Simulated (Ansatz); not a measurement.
Geometry optimisation, DFT PBE, scalar-relativistic, plane waves, PAW in Ansatz.

input.yaml

```yaml
crystal:
  lattice:
    - [0.0, 5.43, 5.43]
    - [5.43, 0.0, 5.43]
    - [5.43, 5.43, 0.0]
  atoms:
    - { symbol: Si, position: [0.0, 0.0, 0.0] }
    - { symbol: Si, position: [0.125, 0.125, 0.125] }
    - { symbol: Si, position: [0.0, 0.0, 0.5] }
    - { symbol: Si, position: [0.125, 0.125, 0.625] }
    - { symbol: Si, position: [0.0, 0.5, 0.0] }
    - { symbol: Si, position: [0.125, 0.625, 0.125] }
    - { symbol: Si, position: [0.0, 0.5, 0.5] }
    - { symbol: Si, position: [0.125, 0.625, 0.625] }
    - { symbol: Si, position: [0.5, 0.0, 0.0] }
    - { symbol: Si, position: [0.625, 0.125, 0.125] }
    - { symbol: Si, position: [0.5, 0.0, 0.5] }
    - { symbol: Si, position: [0.625, 0.125, 0.625] }
    - { symbol: Si, position: [0.5, 0.5, 0.0] }
    - { symbol: Si, position: [0.625, 0.625, 0.125] }
    - { symbol: Si, position: [0.5, 0.5, 0.5] }
    - { symbol: Si, position: [0.625, 0.625, 0.625] }
    - { symbol: H, position: [0.3647453, 0.3737347, 0.3792953] }
total_charge: 1
basis:
  ecutwfc: 420.0
kpoints:
  mp_grid: { grid: [2, 2, 2] }
hamiltonian:
  xc: pbe
scf:
  occupations: { method: gaussian, width: 0.02 }
  lower_state_search: "off"
relax:
  f_tol: 0.03
  max_steps: 60
  adjacent_minimum: "off"
```

Command:

```bash
$ ansatz run input.yaml --threads 1 --pin off --max-ram 3072MiB --backend cpu --events-out ev --progress --plain --runs-dir out
```

Q: Where does it end, and by what steps?

A: The forces met the threshold. Limits of this set-up: coarse k mesh, charged cell in a uniform background, uncorrected. After 13 steps the energy has fallen by 1.124 eV; H17 moved furthest, 1.43 Å. Joined: Si4–H17, Si7–H17.

```json
{"step": "0", "energy less start (eV)": "0.0000", "largest force component (eV/Å)": "0.363", "accepted": "yes"}
{"step": "1", "energy less start (eV)": "-0.1308", "largest force component (eV/Å)": "0.620", "accepted": "yes"}
{"step": "2", "energy less start (eV)": "-0.2940", "largest force component (eV/Å)": "0.723", "accepted": "yes"}
{"step": "3", "energy less start (eV)": "-0.4470", "largest force component (eV/Å)": "0.643", "accepted": "yes"}
{"step": "4", "energy less start (eV)": "-0.5782", "largest force component (eV/Å)": "0.569", "accepted": "yes"}
{"step": "5", "energy less start (eV)": "-0.6832", "largest force component (eV/Å)": "0.516", "accepted": "yes"}
{"step": "6", "energy less start (eV)": "-0.7085", "largest force component (eV/Å)": "1.048", "accepted": "yes"}
{"step": "7", "energy less start (eV)": "-0.8061", "largest force component (eV/Å)": "0.388", "accepted": "yes"}
{"step": "8", "energy less start (eV)": "-0.9630", "largest force component (eV/Å)": "0.543", "accepted": "yes"}
{"step": "9", "energy less start (eV)": "-1.0234", "largest force component (eV/Å)": "0.650", "accepted": "yes"}
{"step": "10", "energy less start (eV)": "-1.0792", "largest force component (eV/Å)": "0.574", "accepted": "yes"}
{"step": "11", "energy less start (eV)": "-1.1149", "largest force component (eV/Å)": "0.103", "accepted": "yes"}
{"step": "12", "energy less start (eV)": "-1.1217", "largest force component (eV/Å)": "0.086", "accepted": "yes"}
{"step": "13", "energy less start (eV)": "-1.1240", "largest force component (eV/Å)": "0.013", "accepted": "yes"}
```

```xyz
17
Lattice="0.0000 5.4300 5.4300 5.4300 0.0000 5.4300 5.4300 5.4300 0.0000" Properties=species:S:1:pos:R:3
Si 0.076 -0.010 0.128
Si 1.362 1.370 1.512
Si 2.713 2.663 0.106
Si 3.865 4.281 1.303
Si 2.734 -0.005 2.815
Si 4.064 1.294 4.240
Si 5.561 2.584 3.000
Si 6.836 4.103 4.219
Si -0.022 2.745 2.793
Si 1.354 4.097 4.109
Si 2.567 5.583 2.754
Si 4.047 6.805 4.107
Si 2.724 2.775 5.474
Si 4.062 4.088 6.867
Si 5.365 5.432 5.472
Si 6.684 6.893 6.737
H 4.397 3.643 2.675
```

Run time: 83 s on 1 thread of Intel(R) Xeon(R) Platinum 8259CL CPU @ 2.50GHz (Skylake/Cascade Lake), on a shared host, peak memory 0.61 GiB.
